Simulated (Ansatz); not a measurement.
**Time and memory for WS₂**

```yaml
crystal:
  lattice:
    - [1.579, 0.9116360751, 6.1633333333]
    - [-1.579, 0.9116360751, 6.1633333333]
    - [0.0, -1.8232721501, 6.1633333333]
  atoms:
    - { symbol: W, position: [0.0006633804, 0.0006633804, 0.0006633804], spin: 2.0 }
    - { symbol: S, position: [0.2488641217, 0.2488641217, 0.2488641217] }
    - { symbol: S, position: [0.4191724979, 0.4191724979, 0.4191724979] }
magnetization:
  spin_polarized: true
kpoints:
  mp_grid: { grid: [16, 16, 16] }
scf:
  occupations: { method: fermi_dirac, width: 0.02 }
hamiltonian:
  xc: r2scan
  pseudopotentials: { kind: paw }
output:
  forces: true
  stress: true
  populations: true
  efg: { quadrupole_moments_barn: { S: -0.0694 }, contact_densities: true }
```

```sh
ansatz run input.yaml --threads 1 --pin off --max-ram 3072MiB --backend cpu --events-out ev --progress --plain --runs-dir out
```

It runs on 1 thread of Intel Xeon Platinum 8259CL CPU @ 2.50GHz (Skylake/Cascade Lake) (x86_64; 16 cores open to the job, memory cap 3.0 GiB, no GPU), a shared host with a load of 0.7 a core.

**Question.** Estimate the wall time and the peak memory.

**Answer.** About 5.4 min of wall time (5.2 min of CPU time) and 1.4 GiB. The run holds 26 valence electrons in 18 bands, about 1349 plane waves a k-point and 417 irreducible k-points, and took 18 SCF iterations. Times on a shared host vary by tens of per cent.
